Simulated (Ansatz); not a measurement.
## ZrS2: band gap as volume per atom varies

All results are calculated (Ansatz 0.2.0). Periodic Kohn-Sham DFT of a crystal at fixed atoms; Kohn-Sham levels at symmetry points; band -1 is the highest filled and +1 the lowest empty one at that point, spin up along a +z start moment.

Cell of the first row (space group P-3m1, No. 164):
```
ZrS2
1.0
      3.5559     0.0000     0.0000
     -1.7779     3.0795     0.0000
      0.0000     0.0000     5.7306
Zr S
1 2
Direct
  0.00000 0.00000 0.00000
  0.33333 0.66667 0.24920
  0.66667 0.33333 0.75080
```

Settings of every row: method all-electron LAPW; functional PBE; relativity scalar; k mesh 10x10x5; filling fermi-dirac; smearing width 0.01 eV; basis error target 1 meV/atom; nucleus gaussian.

Atom start moment: 0 on all atoms.

Limits: a layered crystal: even scaling strains the bonds within the layers, so this curve is stiffer than the crystal under pressure; semilocal functionals tend to give too small a gap.

```
row  volume per atom (Å³)  band gap (eV)  smallest direct gap on path (eV)
  1                20.917          0.723                             1.554
  2                21.362          0.753                             1.569
  3                21.807          0.779                             1.564
  4                 22.03          0.791                             1.561
  5                22.252              ?                                 ?
  6                22.475          0.813                             1.553
  7                22.698          0.823                             1.549
  8                23.143          0.842                             1.541
  9                23.588          0.856                             1.531
```

Question: what band gap should row 5 give?

Worked fit of band gap. Take t = volume per atom − 22, in Å³. The shown rows have t = -1.083, -0.638, -0.193, 0.03, 0.475, 0.698, 1.143, 1.588. Least squares give band gap = 0.7895 + 0.05344 × t − 0.00719 × t² eV; a straight line predicts inner rows, each left out in turn, worse (root mean square 0.0038 against 0.00057 eV). The rows lie off it by 0.000, 0.001, 0.000, 0.000, 0.000, 0.000, 0.001, 0.000. The withheld row has t = 0.252, so the fit gives 0.7895 + 0.05344 × (0.252) − 0.00719 × (0.252)² = 0.803 eV.

The calculation gave 0.797 eV. The fit lies 0.006 eV (4.5 % of the column's range) above it; its largest miss of a shown row is 0.001 eV.

The other values of row 5: smallest direct gap on path 1.557 eV.
